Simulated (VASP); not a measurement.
# TaH (P6/mmm) in VASP: relaxation of cell and atoms with PBE

Aim: the relaxation of cell and atoms of TaH with PBE.

Everything below comes from runs of VASP 6.6.1. Logs are shortened: lines on timing, memory, paths and dates and some standing lists are left out, and cuts for length are marked.

### Step 1. Starting point

The structure is hexagonal, space group P6/mmm (No. 191). The conventional cell has a = 2.879 Å, b = 2.879 Å, c = 3.655 Å, α = 90.00°, β = 90.00°, γ = 120.00°. Ta (site symmetry 6/mmm) has 2 H at 1.83 Å as nearest neighbours. Around H (site symmetry 6/mmm) lie 2 Ta at 1.83 Å.

The cell was built by a generator and needn't be a form met in nature.

### Step 2. Relaxation of cell and atoms, PBE

File INCAR:

```
SYSTEM = TaH
  ALGO = Fast
  EDIFF = 1E-6
  EDIFFG = -0.005
  ENCUT = 600
  GGA = PE
  IBRION = 2
  ISIF = 3
  ISMEAR = 0
  LASPH = .TRUE.
  LCHARG = .FALSE.
  LREAL = .FALSE.
  LWAVE = .FALSE.
  NELM = 60
  NSW = 60
  PREC = Accurate
  SIGMA = 0.05
```

File KPOINTS:

```
k-points
0
G
  11 11 7
  0 0 0
```

File POSCAR:

```
TaH
1.0
    2.8793200000      0.0000000000      0.0000000000
   -1.4396600000      2.4935600000      0.0000000000
    0.0000000000      0.0000000000      3.6549300000
Ta H
1 1
Direct
    0.0000000000      0.0000000000      0.5000000000
    0.0000000000      0.0000000000      0.0000000000
```

Potentials or basis: VASP PAW PBE potentials, release 64 (Ta_pv, H).

Launch:

```console
$ cat potpaw_PBE.64/Ta_pv/POTCAR potpaw_PBE.64/H/POTCAR > POTCAR
$ mpirun -np 1 vasp_std > vasp.out
```

OUTCAR:

```text
SYSTEM = TaH
   EDIFF = 1E-6
   EDIFFG = -0.005
   ENCUT = 600
   GGA = PE
   IBRION = 2
   ISIF = 3
   ISMEAR = 0
   LASPH = .TRUE.
   LREAL = .FALSE.
   NELM = 60
   NSW = 60
   PREC = Accurate

 ion  position               nearest neighbor table
   1  0.000  0.000  0.500-   2 1.83   2 1.83
   2  0.000  0.000  0.000-   1 1.83   1 1.83

  LATTYP: Found a hexagonal cell.
 ALAT       =     2.8793200000
 C/A-ratio  =     1.2693726296

  Lattice vectors:

 A1 = (   2.8793200000,   0.0000000000,   0.0000000000)
 A2 = (  -1.4396600000,   2.4935600000,   0.0000000000)
 A3 = (   0.0000000000,   0.0000000000,   3.6549300000)

Analysis of symmetry for initial positions (statically):
=====================================================================
 Subroutine PRICEL returns:
 Original cell was already a primitive cell.

 Routine SETGRP: Setting up the symmetry group for a
 hexagonal supercell.

 Subroutine GETGRP returns: Found 24 space group operations
 (whereof 24 operations were pure point group operations)
 out of a pool of 24 trial point group operations.

The static configuration has the point symmetry D_6h.

Analysis of symmetry for dynamics (positions and initial velocities):
=====================================================================
 Subroutine PRICEL returns:
 Original cell was already a primitive cell.

 Routine SETGRP: Setting up the symmetry group for a
 hexagonal supercell.

 Subroutine GETGRP returns: Found 24 space group operations
 (whereof 24 operations were pure point group operations)
 out of a pool of 24 trial point group operations.

The dynamic configuration has the point symmetry D_6h.

 Subroutine INISYM returns: Found 24 space group operations
 (whereof 24 operations are pure point group operations),
 and found     1 'primitive' translations

----------------------------------------------------------------------------------------

                                     Primitive cell

  volume of cell :      26.2415

  direct lattice vectors                    reciprocal lattice vectors
     2.879320000  0.000000000  0.000000000     0.347304225  0.200516531  0.000000000
    -1.439660000  2.493560000  0.000000000     0.000000000  0.401033061  0.000000000
     0.000000000  0.000000000  3.654930000     0.000000000  0.000000000  0.273603051

  length of vectors
     2.879320000  2.879316306  3.654930000     0.401032547  0.401033061  0.273603051

  position of ions in fractional coordinates (direct lattice)
     0.000000000  0.000000000  0.500000000
     0.000000000  0.000000000  0.000000000

  ion indices of the primitive-cell ions
   primitive index   ion index
                 1           1
                 2           2

----------------------------------------------------------------------------------------

 KPOINTS: k-points

Automatic generation of k-mesh.
 Grid dimensions read from file:
 generate k-points for:   11   11    7

 Generating k-lattice:

  Cartesian coordinates                     Fractional coordinates (reciprocal lattice)
     0.031573111  0.018228776  0.000000000     0.090909091  0.000000000  0.000000000
     0.000000000  0.036457551  0.000000000     0.000000000  0.090909091  0.000000000
     0.000000000  0.000000000  0.039086150     0.000000000  0.000000000  0.142857143

  Length of vectors
     0.036457504  0.036457551  0.039086150

  Shift w.r.t. Gamma in fractional coordinates (k-lattice)
     0.000000000  0.000000000  0.000000000

 Subroutine IBZKPT returns following result:
 ===========================================

 Found     64 irreducible k-points:

 Following reciprocal coordinates:
            Coordinates               Weight
  0.000000  0.000000  0.000000      1.000000
  0.090909  0.000000  0.000000      6.000000
  0.181818  0.000000  0.000000      6.000000
  0.272727  0.000000  0.000000      6.000000
  0.363636  0.000000  0.000000      6.000000
  0.454545  0.000000  0.000000      6.000000
[... 16 lines left out ...]
  0.090909  0.090909  0.142857     12.000000
  0.181818  0.090909  0.142857     24.000000
 [... further k-points ...]
   k-points           NKPTS =     64   k-points in BZ     NKDIM =     64   number of bands    NBANDS=     10
   number of dos      NEDOS =    301   number of ions     NIONS =      2
   total plane-waves  NPLWV =  17280
   dimension x,y,z NGX =    24 NGY =   24 NGZ =   30
   dimension x,y,z NGXF=    48 NGYF=   48 NGZF=   60
   ions per type =               1   1
   NGX,Y,Z   is equivalent  to a cutoff of  13.86, 13.86, 13.65 a.u.
   NGXF,Y,Z  is equivalent  to a cutoff of  27.71, 27.71, 27.29 a.u.
 SYSTEM =  TaH
   PREC   = accura    normal or accurate (medium, high low for compatibility)
   ISTART =      0    job   : 0-new  1-cont  2-samecut
   ICHARG =      2    charge: 1-file 2-atom 10-const
   ISPIN  =      1    spin polarized calculation?
   LNONCOLLINEAR =      F non collinear calculations
   LSORBIT =      F    spin-orbit coupling
   LASPH  =      T    aspherical Exc in radial PAW
   ENCUT  =  600.0 eV  44.10 Ry    6.64 a.u.   5.75  5.75  7.30*2*pi/ulx,y,z
   NELM   =     60;   NELMIN=  2; NELMDL= -5     # of ELM steps
   EDIFF  = 0.1E-05   stopping-criterion for ELM
   LREAL  =      F    real-space projection
   EDIFFG = -.5E-02   stopping-criterion for IOM
   NSW    =     60    number of steps for IOM
   IBRION =      2    ionic relax: 0-MD 1-quasi-New 2-CG
   NFREE  =      1    steps in history (QN), initial steepest desc. (CG)
   ISIF   =      3    stress and relaxation
   ISYM   =      2    0-nonsym 1-usesym 2-fastsym
   POTIM  = 0.5000    time-step for ionic-motion
   TEBEG  =    0.0;   TEEND  =   0.0 temperature during run
   PSTRESS=    0.0 pullay stress
   NELECT =      12.0000    total number of electrons
   NUPDOWN=      -1.0000    fix difference up-down
   EMIN   =  10.00;   EMAX   =-10.00  energy-range for DOS
   EFERMI =   0.00;   METHOD = LEGACY
   ISMEAR =     0;   SIGMA  =   0.05  broadening in eV -4-tet -1-fermi 0-gaus
   EFERMI_NEDOS =   21; number of points for ismear=-14 and -15
   IALGO  =     68    algorithm
   IMIX   =      4    mixing-type and parameters
     AMIX     =   0.40;   BMIX     =  1.00
     AMIX_MAG =   1.60;   BMIX_MAG =  1.00
  volume/ion in A,a.u.               =      13.12        88.54
  Fermi-wavevector in a.u.,A,eV,Ry     =   1.261263  2.383441 21.643934  1.590784
  Thomas-Fermi vector in A             =   2.394731
   LORBIT       =      0    0 simple, 1 ext, 2 COOP (PROOUT), +10 PAW based schemes
   GGA     = PE    functional components
   LHFCALC =     F    Hartree Fock is set to
   AEXX    =    0.0000 exact exchange contribution
   IVDW    =     0    specifies the selected vdW correction
   LEPSILON=     F    determine dielectric tensor
   LRPA    =     F    only Hartree local field effects (RPA)
 conjugate gradient relaxation of ions
 non-spin polarized calculation
 RMM-DIIS sequential band-by-band and
 Gauss-broadening in eV      SIGMA  =   0.05
  energy-cutoff  :      600.00
  volume of cell :       26.24
 maximum number of plane-waves:       890
 NGX is ok and might be reduce to    24
   NGX = 11   NGY = 11   NGZ = 15

--------------------------------------- Ionic step        1  -------------------------------------------

 number of electron      12.0000000 magnetization

 Free energy of the ion-electron system (eV)
  ---------------------------------------------------
  ext. energy  EPLUGINS =         0.00000000
  ---------------------------------------------------
  free energy    TOTEN  =       -13.76027557 eV

  energy without entropy =      -13.75706734  energy(sigma->0) =      -13.75867145

------------------------ aborting loop because EDIFF is reached ----------------------------------------

  FORCE on cell =-STRESS in cart. coord.  units (eV):
  Direction    XX          YY          ZZ          XY          YZ          ZX
  --------------------------------------------------------------------------------------
  -------------------------------------------------------------------------------------
  Total        0.0375849      0.0375848      0.0747377     -0.0000000      0.0000000      0.0000000
  in kB        2.2947487      2.2947409      4.5631130     -0.0000000      0.0000000      0.0000000
  external PRESSURE =       3.0508675 kB  Pullay stress =       0.0000000 kB
[... 57 lines left out ...]
  energy  without entropy=      -13.7572211707  energy(sigma->0) =      -13.75877751

--------------------------------------- Ionic step        3  -------------------------------------------

 number of electron      12.0000000 magnetization

 Free energy of the ion-electron system (eV)
  ---------------------------------------------------
  ext. energy  EPLUGINS =         0.00000000
  ---------------------------------------------------
  free energy    TOTEN  =       -13.76034592 eV

  energy without entropy =      -13.75720580  energy(sigma->0) =      -13.75877586

 E-fermi :   3.4176     XC(G=0): -10.9986

 val. band max:        3.3991922365   @ k =   0.0909   0.0909   0.1429
 cond. band min:       3.4253289716   @ k =   0.1818   0.0000   0.4286
 fundamental gap:      0.0261367352
 Fermi energy:         3.4175927635

 k-point     1 :       0.0000    0.0000    0.0000
  band No.  band energies     occupation
      1     -31.0524      2.00000
      2     -30.3419      2.00000
      3     -30.3419      2.00000
      4      -5.0732      2.00000
      5      -1.1484      2.00000
      6       4.2305      0.00000
      7       4.2306      0.00000
      8       7.7921      0.00000
      9       7.7921      0.00000
     10       9.5242      0.00000
[... 287 lines left out ...]
 k-point    24 :       0.1818    0.0909    0.1429
  band No.  band energies     occupation
      1     -31.0035      2.00000
      2     -30.8384      2.00000
      3     -30.4794      2.00000
      4      -3.4636      2.00000
      5       0.4444      2.00000
      6       2.8226      2.00000
      7       4.2564      0.00000
      8       6.3963      0.00000
      9       6.9338      0.00000
     10      12.0228      0.00000

 [... further k-points ...]

------------------------ aborting loop because EDIFF is reached ----------------------------------------

  FORCE on cell =-STRESS in cart. coord.  units (eV):
  Direction    XX          YY          ZZ          XY          YZ          ZX
  --------------------------------------------------------------------------------------
  -------------------------------------------------------------------------------------
  Total       -0.0057836     -0.0057836     -0.0066664     -0.0000000      0.0000000      0.0000000
  in kB       -0.3522213     -0.3522201     -0.4059849     -0.0000000      0.0000000      0.0000000
  external PRESSURE =      -0.3701421 kB  Pullay stress =       0.0000000 kB
[... 17 lines left out ...]
  FREE ENERGIE OF THE ION-ELECTRON SYSTEM (eV)
  ---------------------------------------------------
  free  energy   TOTEN  =       -13.7603459157 eV

  energy  without entropy=      -13.7572058048  energy(sigma->0) =      -13.75877586

 reached required accuracy - stopping structural energy minimisation
```

Run time: 34 s. Hardware: 1 thread of Intel Xeon Platinum 8259CL at 2.50GHz (Skylake/Cascade Lake), shared host; peak memory 0.16 GiB.

Results:

```yaml
Free_energy: -13.7603 eV
Relaxed_volume: 13.15 Å³/atom
Relaxed_cell: a = 2.881 Å, b = 2.881 Å, c = 3.660 Å, α = 90.00°, β = 90.00°, γ = 120.00°
Space_group_after_relaxing_to_0.05_Å: P6/mmm (No. 191)
Energy_gained_by_relaxing: 0.0 meV/atom
Ionic_steps: 3
Pressure_after_relaxing: 0.0 GPa
Band_gap_on_the_k_mesh: none (metal or under the smearing width)
```

Final structure:
```cif
data_structure
_symmetry_space_group_name_H-M 'P 1'
_symmetry_Int_Tables_number 1
_cell_length_a 2.8812
_cell_length_b 2.8812
_cell_length_c 3.6596
_cell_angle_alpha 90.000
_cell_angle_beta 90.000
_cell_angle_gamma 120.000
_cell_volume 26.31
loop_
_atom_site_label
_atom_site_type_symbol
_atom_site_fract_x
_atom_site_fract_y
_atom_site_fract_z
_atom_site_occupancy
Ta1 Ta 0.00000 0.00000 0.50000 1
H1 H 0.00000 0.00000 0.00000 1
```

Levels at points of the mesh, in eV from the Fermi level:
| k point | band 3 | band 4 | band 5 | band 6 | band 7 | band 8 | band 9 | band 10 |
| --- | --- | --- | --- | --- | --- | --- | --- | --- |
| (0.00, 0.00, 0.00) | -33.76 | -8.49 | -4.57 | 0.81 | 0.81 | 4.37 | 4.37 | 6.11 |

### Step 3. The reference run

An earlier run on the cell as given: functional PBE; potentials or basis VASP PAW PBE potentials, release 64 (Ta_pv, H); cutoff 520 eV; k mesh 11 × 11 × 7; occupations fermi-dirac, width 0.05 eV; no spin polarisation.

* Pressure: 0.2 GPa
* Band gap on the k mesh: none (metal or under the smearing width)
